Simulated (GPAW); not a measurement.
Crystal: MgS.

```xyz
2
Lattice="0.0000 2.8331 2.8331 2.8331 0.0000 2.8331 2.8331 2.8331 0.0000" Properties=species:S:1:pos:R:3 pbc="T T T"
S     1.4166    1.4166    1.4166
Mg    0.0000    0.0000    0.0000
```

The cell comes from a database or a generator and needn't be the stable form of this composition.

Base run:

| Quantity | Value |
| --- | --- |
| Program | GPAW 26.7.0 |
| Functional | GLLB-SC |
| Potentials or basis | the program's PAW data sets (release 1.2.1) made for this functional |
| Cutoff | 650 eV |
| Basis | pw |
| k mesh | 7 × 7 × 7 |
| Occupations | fermi-dirac, width 0.001 eV |
| Spin | no spin polarisation |

Its results: band gap on the k mesh, kohn-sham part alone 4.27 eV, direct; electronic dielectric tensor (diagonal) 3.19.

**Question.** After a change of settings the same cell gave: band gap on the k mesh 3.67 eV, direct; electronic dielectric tensor (diagonal) 3.55. Which change was it?
A. functional from GLLB-SC to RPBE
B. functional from GLLB-SC to LDA
C. functional from GLLB-SC to AM05; potentials or basis from the program's PAW data sets (release 1.2.1) made for this functional to PAW data sets generated in the run's folder for this functional
D. functional from GLLB-SC to PBEsol; potentials or basis from the program's PAW data sets (release 1.2.1) made for this functional to PAW data sets generated in the run's folder for this functional

**Answer.** A.

Caveats: the long-wavelength limit can be off by a per cent or two; a model potential gives levels but no total energy (some runs); response on these states lacks terms of the Hamiltonian (some runs).

Runs at the PBE level aren't shown here.
